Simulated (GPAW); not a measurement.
The system is Te.

```
Te
1.0
     4.45400    0.00000    0.00000
    -2.22700    3.85728    0.00000
     0.00000    0.00000    5.92400
Te
3
Direct
  0.73100 0.73100 0.00000
  0.26900 0.00000 0.33333
  0.00000 0.26900 0.66667
```

```yaml
Program: GPAW 26.7.0
Task: relaxation of cell and atoms
Functional: BP86
Potentials_or_basis: PAW data sets generated in the run's folder for this functional
Cutoff: 600 eV
Basis: pw
k_mesh: 5 × 5 × 3
Occupations: fermi-dirac, width 0.05 eV
Spin: no spin polarisation
```

At the start: pressure 1.7 GPa; volume 33.93 Å³/atom.

**Question.** How do energy, volume and symmetry change on relaxing?

**Answer.** Over 14 steps the energy falls by 7.9 meV/atom and the volume is 35.83 Å³/atom (+5.6 %); space group P3_121 (No. 152, to 0.05 Å).

The path:
| step | energy change (eV) | largest force (eV/Å) | pressure (GPa) | volume (Å³) |
| --- | --- | --- | --- | --- |
| 1 | 0.0000 | 0.1312 | 1.66 | 101.78 |
| 2 | -0.0055 | 0.0943 | 1.36 | 102.29 |
| 3 | -0.0167 | 0.0496 | 0.16 | 104.56 |
| 4 | -0.0170 | 0.0563 | 0.08 | 104.75 |
| 5 | -0.0186 | 0.0716 | -0.14 | 105.61 |
| 6 | -0.0205 | 0.0696 | -0.29 | 106.61 |
| 7 | -0.0228 | 0.0366 | -0.27 | 107.74 |
| 8 | -0.0235 | 0.0000 | -0.12 | 107.99 |
| 9 | -0.0236 | 0.0104 | -0.04 | 107.80 |
| 10 | -0.0236 | 0.0127 | 0.00 | 107.62 |
| 11 | -0.0236 | 0.0125 | 0.02 | 107.53 |
| 12 | -0.0236 | 0.0097 | 0.04 | 107.39 |
| 13 | -0.0237 | 0.0050 | 0.04 | 107.38 |
| 14 | -0.0237 | 0.0008 | 0.02 | 107.49 |

Final structure:
```
Te
1.0
     4.58211    0.00000    0.00000
    -2.29106    3.96822    0.00000
     0.00000    0.00000    5.91163
Te
3
Cartesian
  1.6863 2.9207 0.0000
  1.2096 0.0000 1.9705
  -0.6048 1.0475 3.9411
```

Caveat: later steps reuse the first step's grids.
